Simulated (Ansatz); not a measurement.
# GaN: the cost of one run

Method: DFT PBE, scalar-relativistic, plane waves, PAW, in Ansatz 0.2.0.

## 1. Starting point

It takes space group Fm-3m (No. 225, cubic). The conventional cell has a = 4.069 Å, b = 4.069 Å, c = 4.069 Å, α = 90.00°, β = 90.00°, γ = 90.00°. Around Al (site symmetry m-3m) lie 6 N at 2.03 Å. N (site symmetry m-3m) is surrounded by 6 Al at 2.03 Å.

As a file:

```cif
data_structure
_symmetry_space_group_name_H-M 'P 1'
_symmetry_Int_Tables_number 1
_cell_length_a 2.8772
_cell_length_b 2.8772
_cell_length_c 2.8772
_cell_angle_alpha 60.000
_cell_angle_beta 60.000
_cell_angle_gamma 60.000
_cell_volume 16.84
loop_
_atom_site_label
_atom_site_type_symbol
_atom_site_fract_x
_atom_site_fract_y
_atom_site_fract_z
_atom_site_occupancy
Al1 Al 0.50000 0.50000 0.50000 1
N1 N 0.00000 0.00000 0.00000 1
```

The structure comes from the Materials Project (structure only).

## 2. Substitution of an element, cell strained: Al → Ga, first probe

What differs from the listed cell: Ga takes all sites of Al, and lengths are scaled by 1.003 as a first guess of the size; strain xx, yy, zz, yz, xz, xy = -0.3, -0.3, -0.3, +0.0, +0.0, +0.0 %.

The input, input.yaml:

```yaml
crystal:
  lattice:
    - [0.0, 2.0342838397, 2.0342838397]
    - [2.0342838397, 0.0, 2.0342838397]
    - [2.0342838397, 2.0342838397, 0.0]
  atoms:
    - { symbol: Ga, position: [0.5, 0.5, 0.5] }
    - { symbol: "N", position: [0.0, 0.0, 0.0] }
basis:
  ecutwfc: 420
kpoints:
  mp_grid: { grid: [8, 8, 8] }
hamiltonian:
  xc: pbe
scf:
  occupations: { method: gaussian, width: 0.1 }
output:
  forces: true
  stress: true
  eigenvalues: true
```

Command:

```
$ ansatz run input.yaml --threads 1 --pin off --max-ram 1331MiB --backend cpu --events-out ev --progress --plain --runs-dir out
```

Q: Estimate wall time and peak memory on 1 thread of an x86-64 CPU, shared host.

About 1.6 s, with a peak of 0.29 GiB.
